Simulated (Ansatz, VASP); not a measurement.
# Ga in VASP and in Ansatz

```xyz
1
Lattice="2.7165 0.0000 0.0000 0.0000 2.7165 0.0000 0.0000 0.0000 2.7165" Properties=species:S:1:pos:R:3 pbc="T T T"
Ga    0.0000    0.0000    0.0000
```

The cell was built by a generator and needn't be a form met in nature.

Alike in both runs: functional r2SCAN; k mesh 10 × 10 × 10; occupations fermi-dirac, width 0.05 eV; no spin polarisation.

```csv
,VASP,Ansatz
version,VASP 6.6.1,Ansatz 0.2.0
potentials or method,"VASP PAW PBE potentials, release 64 (Ga_d)",Ansatz PAW
plane-wave cutoff (eV),520,500
valence electrons in the cell,13,13
task,single point,band structure
```

```tsv
	VASP	Ansatz	Ansatz less VASP
gap on the k mesh at the Fermi level (eV)	none	none	-
pressure (GPa)	-2.6	-2.7	-0.13
```

A gap of «none» marks a metal or a gap that the smearing closes.

Caveats: the PAW data sets were made with another functional, which shifts forces and pressure a little (VASP); the PAW data sets come from PBE, with cores solved anew for the run's functional, which leaves a small shift of forces and pressure (Ansatz).
